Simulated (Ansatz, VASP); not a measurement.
# Two plane-wave programs on Cd

```
CELL_PARAMETERS angstrom
5.15412 0.00000 0.00000
-2.57706 4.46360 0.00000
0.00000 0.00000 3.10847
ATOMIC_POSITIONS crystal
Cd 0.00000 0.00000 0.00000
Cd 0.33333 0.66667 0.50000
Cd 0.66667 0.33333 0.50000
```

Alike in both runs: task single point; functional revPBE; k mesh 8 × 8 × 11; occupations fermi-dirac, width 0.1 eV; no spin polarisation.

```csv
,VASP,Ansatz
version,VASP 6.6.1,Ansatz 0.2.0
potentials or method,"VASP PAW PBE potentials, release 64 (Cd)","plane waves (420 eV) with PAW, scalar-relativistic"
plane-wave cutoff (eV),520,420
valence electrons in the cell,36,60
```

```csv
,VASP,Ansatz,Ansatz less VASP
pressure (GPa),1.5,1.3,-0.20
```

The two sets of potentials don't hold the same shells in valence.

Caveats: the PAW data sets were made with another functional, which shifts forces and pressure a little (VASP).
